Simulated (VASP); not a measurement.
# Bi: convergence, self-consistent run

Bi, Im-3m (no. 229), 1 atom in the cell. R2SCAN; PAW potentials Bi_d (PBE set). VASP 6.6.1.

Wanted: energy within 0.2 meV/atom; Fermi level within 0.005 eV.

What the run is for: comparing ways to start; Accuracy asked: tight.

POSCAR:
```
Bi
1.0
   -1.9814305318      1.9814305318      1.9814305318
    1.9814305318     -1.9814305318      1.9814305318
    1.9814305318      1.9814305318     -1.9814305318
Bi
1
Direct
    0.0000000000      0.0000000000      0.0000000000
```

## How the run starts (with a second run first, the time holds both)

| How the run starts (with a second run first, the time holds both) | Energy less reference (meV/atom) | Fermi level (eV) | Time (s) |
|---|---|---|---|
| from scratch: 17 SCF iterations | 0.00 | 7.9116 | 36 |
| PBE orbitals (WAVECAR): 9 + 9 SCF iterations | 0.00 | 7.9118 | 27 |
| PBE density (CHGCAR): 9 + 21 SCF iterations | 0.00 | 7.9118 | 51 |
| loose PBE orbitals: 7 + 9 SCF iterations | 0.00 | 7.9118 | 29 |

## Question

For each series: keep the first row unless others stay within half of the tolerance and take at least 30 % less time, and then take the fastest.

## Answer

- How the run starts (with a second run first, the time holds both): from scratch: 17 SCF iterations

The chosen settings are those of the reference run.

## The input

INCAR:
```
ALGO     = Normal         # electronic algorithm
EDIFF    = 1E-6           # SCF threshold, eV
ENCUT    = 440            # plane-wave cutoff, eV
GGA_COMPAT= F            
ISIF     = 2              # what is computed and relaxed
ISMEAR   = 1              # smearing method
LASPH    = T              # aspherical terms in the spheres
LCHARG   = F              # write CHGCAR
LMIXTAU  = T            
LREAL    = F              # projectors in reciprocal space
LWAVE    = F              # write WAVECAR
METAGGA  = R2SCAN         # meta-GGA
NELM     = 120            # most SCF steps
PREC     = Accurate       # precision mode
SIGMA    = 0.1            # smearing width, eV
```

KPOINTS:
```
k-points
0
Gamma
  12 12 12
```

Commands:
```
cat potpaw_PBE.64/Bi_d/POTCAR > POTCAR
mpirun -np 1 vasp_std > vasp.out
```

The chosen input took VASP 6.6.1 36 s on 1 core (Intel Xeon Platinum 8488C (Sapphire Rapids)), a shared host.
